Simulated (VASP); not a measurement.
# Hf3B (Pm-3n) in VASP: a series of runs

One crystal, Hf3B, is run at these levels: PBE; tasks: single point, relaxation of cell and atoms.

Program: VASP 6.6.1. These are calculated values, not measurements. Logs are shortened: lines on timing, memory, paths and dates and some standing lists are left out, and cuts for length are marked.

## (1) The cell of the first run

Symmetry: Pm-3n, No. 223, cubic system. The conventional cell has a = 5.237 Å, b = 5.237 Å, c = 5.237 Å, α = 90.00°, β = 90.00°, γ = 90.00°. Hf (site symmetry -4m2) has 2 Hf at 2.62 Å and 4 B at 2.93 Å as nearest neighbours. Around B (site symmetry m-3) lie 12 Hf at 2.93 Å.

The cell was built by a generator and needn't be a form met in nature.

## (2) Single point, PBE (species swapped into the Mo3Os type (Pm-3n, No. 223))

The input, INCAR:

```
ALGO     = Fast           # electronic algorithm
EDIFF    = 1E-6           # SCF threshold, eV
ENCUT    = 520            # plane-wave cutoff, eV
GGA      = PE             # functional
ISIF     = 2              # what is computed and relaxed
ISMEAR   = 0              # smearing method
LASPH    = True           # aspherical terms in the spheres
LCHARG   = False          # write CHGCAR
LREAL    = False          # projectors in reciprocal space
LWAVE    = False          # write WAVECAR
NBANDS   = 43             # bands
NELM     = 100            # most SCF steps
PREC     = Accurate       # precision mode
SIGMA    = 0.1            # smearing width, eV
```

The input, KPOINTS:

```
k-points
0
Gamma
  8 8 8
```

The input, POSCAR:

```
Hf3B
1.0
    5.2368299770      0.0000000000      0.0000000000
    0.0000000000      5.2368299770      0.0000000000
    0.0000000000      0.0000000000      5.2368299770
Hf B
6 2
Direct
    0.2500000000      0.0000000000      0.5000000000
    0.7500000000      0.0000000000      0.5000000000
    0.0000000000      0.5000000000      0.2500000000
    0.0000000000      0.5000000000      0.7500000000
    0.5000000000      0.7500000000      0.0000000000
    0.5000000000      0.2500000000      0.0000000000
    0.0000000000      0.0000000000      0.0000000000
    0.5000000000      0.5000000000      0.5000000000
```

Potentials or basis: VASP PAW PBE potentials, release 64 (Hf_pv, B).

Run with:

```
> cat potpaw_PBE.64/Hf_pv/POTCAR potpaw_PBE.64/B/POTCAR > POTCAR
> mpirun -np 1 vasp_std > vasp.out
```

OUTCAR:

```text
EDIFF = 1E-6
   ENCUT = 520
   GGA = PE
   ISIF = 2
   ISMEAR = 0
   LASPH = True
   LREAL = False
   NELM = 100
   PREC = Accurate

 ion  position               nearest neighbor table
   1  0.250  0.000  0.500-   2 2.62   2 2.62   8 2.93   7 2.93   8 2.93   7 2.93   6 3.21   5 3.21
                             6 3.21   5 3.21   3 3.21   4 3.21   4 3.21   3 3.21
   2  0.750  0.000  0.500-   1 2.62   1 2.62   8 2.93   7 2.93   8 2.93   7 2.93   6 3.21   5 3.21
                             6 3.21   5 3.21   3 3.21   4 3.21   4 3.21   3 3.21
   3  0.000  0.500  0.250-   4 2.62   4 2.62   8 2.93   7 2.93   7 2.93   8 2.93   1 3.21   5 3.21
                             1 3.21   2 3.21   6 3.21   5 3.21   6 3.21   2 3.21
   4  0.000  0.500  0.750-   3 2.62   3 2.62   8 2.93   7 2.93   7 2.93   8 2.93   1 3.21   5 3.21
                             1 3.21   2 3.21   6 3.21   5 3.21   6 3.21   2 3.21
   5  0.500  0.750  0.000-   6 2.62   6 2.62   8 2.93   8 2.93   7 2.93   7 2.93   2 3.21   2 3.21
                             1 3.21   1 3.21   3 3.21   3 3.21   4 3.21   4 3.21
   6  0.500  0.250  0.000-   5 2.62   5 2.62   8 2.93   8 2.93   7 2.93   7 2.93   2 3.21   2 3.21
                             1 3.21   1 3.21   3 3.21   3 3.21   4 3.21   4 3.21
   7  0.000  0.000  0.000-   1 2.93   2 2.93   3 2.93   4 2.93   5 2.93   6 2.93   1 2.93   2 2.93
                             3 2.93   4 2.93   5 2.93   6 2.93
   8  0.500  0.500  0.500-   1 2.93   2 2.93   3 2.93   4 2.93   5 2.93   6 2.93   5 2.93   6 2.93
                             1 2.93   2 2.93   3 2.93   4 2.93

  LATTYP: Found a simple cubic cell.
 ALAT       =     5.2368299770

  Lattice vectors:

 A1 = (   5.2368299770,   0.0000000000,   0.0000000000)
 A2 = (   0.0000000000,   5.2368299770,   0.0000000000)
 A3 = (   0.0000000000,   0.0000000000,   5.2368299770)

Analysis of symmetry for initial positions (statically):
=====================================================================
 Subroutine PRICEL returns:
 Original cell was already a primitive cell.

 Routine SETGRP: Setting up the symmetry group for a
 simple cubic supercell.

 Subroutine GETGRP returns: Found 48 space group operations
 (whereof 24 operations were pure point group operations)
 out of a pool of 48 trial point group operations.

The static configuration has the point symmetry T_h .
 The point group associated with its full space group is O_h .

Analysis of symmetry for dynamics (positions and initial velocities):
=====================================================================
 Subroutine PRICEL returns:
 Original cell was already a primitive cell.

 Routine SETGRP: Setting up the symmetry group for a
 simple cubic supercell.

[... 129 lines left out ...]
   NUPDOWN=      -1.0000    fix difference up-down
   EMIN   =  10.00;   EMAX   =-10.00  energy-range for DOS
   EFERMI =   0.00;   METHOD = LEGACY
   ISMEAR =     0;   SIGMA  =   0.10  broadening in eV -4-tet -1-fermi 0-gaus
   EFERMI_NEDOS =   21; number of points for ismear=-14 and -15
   IALGO  =     68    algorithm
   IMIX   =      4    mixing-type and parameters
     AMIX     =   0.40;   BMIX     =  1.00
     AMIX_MAG =   1.60;   BMIX_MAG =  1.00
  volume/ion in A,a.u.               =      17.95       121.15
  Fermi-wavevector in a.u.,A,eV,Ry     =   1.263342  2.387371 21.715354  1.596034
  Thomas-Fermi vector in A             =   2.396704
   LORBIT       =      0    0 simple, 1 ext, 2 COOP (PROOUT), +10 PAW based schemes
   GGA     = PE    functional components
   LHFCALC =     F    Hartree Fock is set to
   AEXX    =    0.0000 exact exchange contribution
   IVDW    =     0    specifies the selected vdW correction
   LEPSILON=     F    determine dielectric tensor
   LRPA    =     F    only Hartree local field effects (RPA)
 non-spin polarized calculation
 RMM-DIIS sequential band-by-band and
 Gauss-broadening in eV      SIGMA  =   0.10
  energy-cutoff  :      520.00
  volume of cell :      143.62
 maximum number of plane-waves:      3912
 NGX is ok and might be reduce to    40
   NGX = 19   NGY = 19   NGZ = 19

 number of electron      65.9999992 magnetization

 Free energy of the ion-electron system (eV)
  ---------------------------------------------------
  ext. energy  EPLUGINS =         0.00000000
  ---------------------------------------------------
  free energy    TOTEN  =       -70.15393361 eV

  energy without entropy =      -70.12867987  energy(sigma->0) =      -70.14130674

 E-fermi :   5.0914     XC(G=0): -11.5158

 val. band max:        5.0259413146   @ k =   0.3750   0.1250   0.0000
 cond. band min:       5.0956943698   @ k =   0.2500   0.2500   0.2500
 fundamental gap:      0.0697530552
 Fermi energy:         5.0914356770

 k-point     1 :       0.0000    0.0000    0.0000
  band No.  band energies     occupation
      1     -26.2945      2.00000
      2     -26.2945      2.00000
      3     -26.0983      2.00000
      4     -25.4892      2.00000
      5     -25.4892      2.00000
      6     -25.4892      2.00000
[... 1093 lines left out ...]
     42       7.9595      0.00000
     43       8.0051      0.00000

 [... further k-points ...]

------------------------ aborting loop because EDIFF is reached ----------------------------------------

  FORCE on cell =-STRESS in cart. coord.  units (eV):
  Direction    XX          YY          ZZ          XY          YZ          ZX
  --------------------------------------------------------------------------------------
  -------------------------------------------------------------------------------------
  Total       -0.3992516     -0.3992516     -0.3992516      0.0000000     -0.0000000     -0.0000000
  in kB       -4.4540161     -4.4540161     -4.4540161      0.0000000     -0.0000000     -0.0000000
  external PRESSURE =      -4.4540161 kB  Pullay stress =       0.0000000 kB

 VOLUME and BASIS-vectors are now :
 -----------------------------------------------------------------------------
  energy-cutoff  :      520.00
  volume of cell :      143.62
      direct lattice vectors                 reciprocal lattice vectors
     5.236829977  0.000000000  0.000000000     0.190955216  0.000000000  0.000000000
     0.000000000  5.236829977  0.000000000     0.000000000  0.190955216  0.000000000
     0.000000000  0.000000000  5.236829977     0.000000000  0.000000000  0.190955216

 POSITION                                       TOTAL-FORCE (eV/Angst)
 -----------------------------------------------------------------------------------
      1.30921      0.00000      2.61841         0.000000      0.000000      0.000000
      3.92762      0.00000      2.61841        -0.000000      0.000000     -0.000000
      0.00000      2.61841      1.30921        -0.000000      0.000000     -0.000000
      0.00000      2.61841      3.92762        -0.000000     -0.000000      0.000000
      2.61841      3.92762      0.00000         0.000000      0.000000      0.000000
      2.61841      1.30921      0.00000         0.000000     -0.000000      0.000000
      0.00000      0.00000      0.00000        -0.000000     -0.000000      0.000000
      2.61841      2.61841      2.61841        -0.000000     -0.000000      0.000000
 -----------------------------------------------------------------------------------
    total drift:                               -0.000000     -0.000000      0.000000

  FREE ENERGIE OF THE ION-ELECTRON SYSTEM (eV)
  ---------------------------------------------------
  free  energy   TOTEN  =       -70.1539336117 eV

  energy  without entropy=      -70.1286798662  energy(sigma->0) =      -70.14130674
```

OSZICAR:

```text
N       E                     dE             d eps       ncg     rms          rms(c)
DAV:   1     0.283111948389E+03    0.28311E+03   -0.36163E+04  3010   0.148E+03
DAV:   2    -0.518468485759E+02   -0.33496E+03   -0.32061E+03  3435   0.368E+02
DAV:   3    -0.723995992339E+02   -0.20553E+02   -0.19387E+02  3993   0.544E+01
DAV:   4    -0.729292597591E+02   -0.52966E+00   -0.52156E+00  3740   0.832E+00
DAV:   5    -0.729395103326E+02   -0.10251E-01   -0.10231E-01  3678   0.114E+00    0.105E+02
RMM:   6    -0.704764159252E+02    0.24631E+01   -0.72082E+00  3722   0.725E+00    0.663E+01
RMM:   7    -0.701360365055E+02    0.34038E+00   -0.24989E+00  3424   0.711E+00    0.426E+00
RMM:   8    -0.701675791039E+02   -0.31543E-01   -0.48560E-01  4312   0.261E+00    0.230E+00
RMM:   9    -0.701569604514E+02    0.10619E-01   -0.85935E-02  3652   0.102E+00    0.374E-01
RMM:  10    -0.701536552735E+02    0.33052E-02   -0.15061E-02  3730   0.430E-01    0.226E-01
RMM:  11    -0.701541716108E+02   -0.51634E-03   -0.64970E-03  4149   0.205E-01    0.140E-01
RMM:  12    -0.701539525120E+02    0.21910E-03   -0.63564E-04  3760   0.821E-02    0.635E-02
RMM:  13    -0.701539280693E+02    0.24443E-04   -0.55930E-04  3991   0.624E-02    0.377E-02
RMM:  14    -0.701539370742E+02   -0.90049E-05   -0.10790E-04  3980   0.307E-02    0.421E-02
RMM:  15    -0.701539364777E+02    0.59653E-06   -0.11673E-05  3318   0.929E-03    0.125E-02
RMM:  16    -0.701539336697E+02    0.28080E-05   -0.99991E-06  3435   0.714E-03    0.524E-03
RMM:  17    -0.701539336117E+02    0.57985E-07   -0.42758E-06  3001   0.465E-03
   1 F= -.70153934E+02 E0= -.70141307E+02  d E =-.252537E-01
```

Run time: 4.2 min. Hardware: 1 thread of Intel Xeon Platinum 8375C at 2.90GHz (Ice Lake), shared host; peak memory 0.34 GiB.

Results:

```
Free energy            : -70.1539 eV
Pressure               : -0.4 GPa
Band gap on the k mesh : none (metal or under the smearing width)
```

Levels at points of the mesh, in eV from the Fermi level:
| k point | band 29 | band 30 | band 31 | band 32 | band 33 | band 34 | band 35 | band 36 | band 37 | band 38 |
| --- | --- | --- | --- | --- | --- | --- | --- | --- | --- | --- |
| (0.00, 0.00, 0.00) | -2.05 | -1.53 | -1.53 | -1.53 | -0.58 | 0.18 | 0.18 | 0.18 | 0.86 | 0.86 |
| (0.50, 0.00, 0.00) | -1.06 | -1.06 | -0.68 | -0.68 | -0.30 | -0.30 | -0.07 | -0.07 | 0.26 | 0.26 |
| (0.50, 0.50, 0.00) | -1.94 | -1.16 | -0.98 | -0.19 | 0.48 | 1.10 | 1.10 | 1.35 | 1.35 | 1.64 |
| (0.50, 0.50, 0.50) | -0.91 | -0.91 | -0.91 | -0.91 | 1.17 | 1.17 | 1.17 | 1.17 | 1.20 | 1.20 |

Spin-orbit coupling is left out, which matters for the levels of Hf.

(Part 1 of 2 ends here.)
